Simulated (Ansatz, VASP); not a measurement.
## Ru in VASP and in Ansatz

File INCAR:

```
SYSTEM = Ru
ALGO     = Fast           ! electronic algorithm
EDIFF    = 1E-7           ! SCF threshold, eV
ENCUT    = 520            ! plane-wave cutoff, eV
GGA      = PE             ! functional
ISIF     = 2              ! what is computed and relaxed
ISMEAR   = 0              ! smearing method
LASPH    = .TRUE.         ! aspherical terms in the spheres
LCHARG   = .FALSE.        ! write CHGCAR
LREAL    = .FALSE.        ! projectors in reciprocal space
LWAVE    = .FALSE.        ! write WAVECAR
NBANDS   = 13             ! bands
NELM     = 80             ! most SCF steps
PREC     = Accurate       ! precision mode
SIGMA    = 0.15           ! smearing width, eV
```

File KPOINTS:

```
k-points
0
G
  22 22 22
  0 0 0
```

File POSCAR:

```
Ru
1.0
    0.0000000000      2.2230675215      1.5110189944
    2.2230675215      0.0000000000      1.5110189944
    2.2230675215      2.2230675215      0.0000000000
Ru
1
Direct
    0.0000000000      0.0000000000      0.0000000000
```

Input for Ansatz:

```yaml
crystal:
  lattice:
    - [0.0, 2.2230675215, 1.5110189944]
    - [2.2230675215, 0.0, 1.5110189944]
    - [2.2230675215, 2.2230675215, 0.0]
  atoms:
    - { symbol: Ru, position: [0.0, 0.0, 0.0] }
basis:
  ecutwfc: 420
kpoints:
  mp_grid: { grid: [22, 22, 22] }
hamiltonian:
  xc: pbe
scf:
  occupations: { method: gaussian, width: 0.15 }
output:
  forces: true
  stress: true
  eigenvalues: true
```

Alike in both runs: task single point; functional PBE; k mesh 22 × 22 × 22; occupations gaussian, width 0.15 eV; no spin polarisation.

```csv
,VASP,Ansatz
version,VASP 6.6.1,Ansatz 0.2.0
potentials or method,"VASP PAW PBE potentials, release 64 (Ru_pv)","scalar-relativistic, plane waves, PAW"
plane-wave cutoff (eV),520,420
valence electrons in the cell,14,16
```

|  | VASP | Ansatz | Ansatz less VASP |
| --- | --- | --- | --- |
| gap on the k mesh at the Fermi level (eV) | none | none | - |
| pressure (GPa) | -12.1 | -12.0 | +0.10 |
| largest component of the traceless stress (GPa) | 5.89 | 5.90 | +0.010 |

A gap of «none» marks a metal or a gap that the smearing closes. The functional is the same, so the differences come from potentials, cutoffs and numerics. The two sets of potentials don't hold the same shells in valence.
